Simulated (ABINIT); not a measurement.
The system is Li.

```
Li
1.0
    -1.75465    1.75465    1.75465
     1.75465   -1.75465    1.75465
     1.75465    1.75465   -1.75465
Li
1
Direct
  0.00000 0.00000 0.00000
```

Program: ABINIT 10.8.3 (patched build). Alike in all runs: task band structure; level r2SCAN; no spin polarisation; cell as given; k mesh 11 × 11 × 11; smearing fermi-dirac 0.05 eV. Hardware: 4 MPI ranks on Arm Neoverse V2 (shared host).

**Question.** Order these runs on this cell by their wall time, lowest first.
A. potentials or basis Ansatz NC r2SCAN; cutoff (eV) 1252
B. potentials or basis JTH PAW PBE v2.0; cutoff (eV) 490; fine-grid cutoff 979.61 eV
C. potentials or basis PseudoDojo NC SR PBE v0.4.1 standard; cutoff (eV) 1197

**Answer.** B (8.7 s), C (19 s), A (54 s).
